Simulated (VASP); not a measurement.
Input of a VASP 6.6.1 run:

Contents of INCAR:

```
ALGO     = Normal         # electronic algorithm
EDIFF    = 1E-7           # SCF threshold, eV
EDIFFG   = -0.005         # ionic threshold
ENCUT    = 600            # plane-wave cutoff, eV
GGA      = PE             # functional
IBRION   = 2              # ionic algorithm
ISIF     = 3              # what is computed and relaxed
ISMEAR   = 0              # smearing method
LASPH    = T              # aspherical terms in the spheres
LCHARG   = F              # write CHGCAR
LREAL    = F              # projectors in reciprocal space
LWAVE    = F              # write WAVECAR
NELM     = 80             # most SCF steps
NSW      = 100            # ionic steps
PREC     = Accurate       # precision mode
SIGMA    = 0.1            # smearing width, eV
```

The input KPOINTS:

```
k-points
0
Gamma
  12 12 12
```

POSCAR

```
GaSb
1.0
    0.0000000000      3.0590000000      3.0590000000
    3.0590000000      0.0000000000      3.0590000000
    3.0590000000      3.0590000000      0.0000000000
Ga Sb
1 1
Direct
    0.0000000000      0.0000000000      0.0000000000
    0.2500000000      0.2500000000      0.2500000000
```

Potentials or basis: VASP PAW PBE potentials, release 64 (Ga_d, Sb).

Command:

```sh
$ cat potpaw_PBE.64/Ga_d/POTCAR potpaw_PBE.64/Sb/POTCAR > POTCAR
$ mpirun -np 1 vasp_std > vasp.out
```

Task: Estimate the relaxed volume.

Result: 30.02 Å³/atom.

Task: Predict the relaxed cell.

Result: a = 4.396 Å, b = 4.396 Å, c = 4.396 Å, α = 60.00°, β = 60.00°, γ = 60.00°.

Final structure:
```cif
data_structure
_symmetry_space_group_name_H-M 'P 1'
_symmetry_Int_Tables_number 1
_cell_length_a 4.3955
_cell_length_b 4.3955
_cell_length_c 4.3955
_cell_angle_alpha 60.000
_cell_angle_beta 60.000
_cell_angle_gamma 60.000
_cell_volume 60.05
loop_
_atom_site_label
_atom_site_type_symbol
_atom_site_fract_x
_atom_site_fract_y
_atom_site_fract_z
_atom_site_occupancy
Ga1 Ga 0.00000 0.00000 0.00000 1
Sb1 Sb 0.25000 0.25000 0.25000 1
```

Caveat: this crystal is a semiconductor, whose small gap the functional closes, so the metal is an error of the method. Spin-orbit coupling is left out, which matters for the levels of Sb.
